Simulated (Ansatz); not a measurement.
Runs of Ansatz 0.2.0 on Ta. The structure is cubic, space group Im-3m (No. 229). Conventional cell: a = 3.303 Å, b = 3.303 Å, c = 3.303 Å, α = 90.00°, β = 90.00°, γ = 90.00°. Around Ta (site symmetry m-3m) lie 8 Ta at 2.86 Å. 

```csv
task,level,spin,k mesh,cutoff (eV),atoms under strain,q mesh,points for each segment of the path,gap on the mesh (eV),pressure (GPa),V0 of scaled cells (Å³/atom),B0 (GPa)
equation of state,LDA,off,11 × 11 × 11,420,-,-,-,-,-,17.21,228
elastic constants,PBEsol,off,10 × 10 × 10,420,relaxed,-,-,none,-2.3,-,-
equation of state,r2SCAN,off,11 × 11 × 11,500,-,-,-,-,-,(a),(b)
phonons,PBEsol,off,10 × 10 × 10,420,-,2 × 2 × 2,8,none,-,-,-
band structure,PBEsol,"SOC, no magnetisation",11 × 11 × 11,420,-,-,14,none,-4.4,-,-
```

Alike in all rows: potentials or basis Ansatz PAW; cell as given; smearing fermi-dirac 0.05 eV.

Task: Estimate the missing entries.

Result: (a) 18.02; (b) 200.

Caveats: the PAW data sets come from PBE, with cores solved anew for the run's functional, which leaves a small shift of forces and pressure (some runs); elastic constants of metals need much finer meshes, so these are rough (some runs); the PAW data sets were made with another functional, which shifts forces and pressure a little (some runs); some levels weren't fully converged (some runs).

A k mesh can miss the band edges, and rows without SOC leave out spin-orbit coupling on Ta.

A gap of «none» marks a metal or a gap under the smearing width.

Runs at the PBE level aren't shown here.
